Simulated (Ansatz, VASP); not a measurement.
**Two plane-wave programs on SiW3**

```
CELL_PARAMETERS angstrom
0.00000 3.14599 3.14599
3.14599 0.00000 3.14599
3.14599 3.14599 0.00000
ATOMIC_POSITIONS crystal
Si 0.00000 0.00000 0.00000
W 0.25000 0.25000 0.25000
W 0.75000 0.75000 0.75000
W 0.50000 0.50000 0.50000
```

Change from the starting cell: species swapped into the VW3 type (Fm-3m, No. 225).

Alike in both runs: task single point; functional PBE; k mesh 6 × 6 × 6; occupations gaussian, width 0.1 eV; no spin polarisation.

```csv
,VASP,Ansatz
version,VASP 6.6.1,Ansatz 0.2.0
potentials or method,"VASP PAW PBE potentials, release 64 (Si, W_sv)","scalar-relativistic, plane waves, PAW"
plane-wave cutoff (eV),520,420
valence electrons in the cell,46,46
```

|  | VASP | Ansatz | Ansatz less VASP |
| --- | --- | --- | --- |
| gap on the k mesh at the Fermi level (eV) | none | none | - |
| pressure (GPa) | -5.3 | -5.6 | -0.35 |

A gap of «none» marks a metal or a gap that the smearing closes. With one functional, cell and mesh, what is left measures potentials, basis and numerics.

Spin-orbit coupling is left out, which matters for the levels of W.
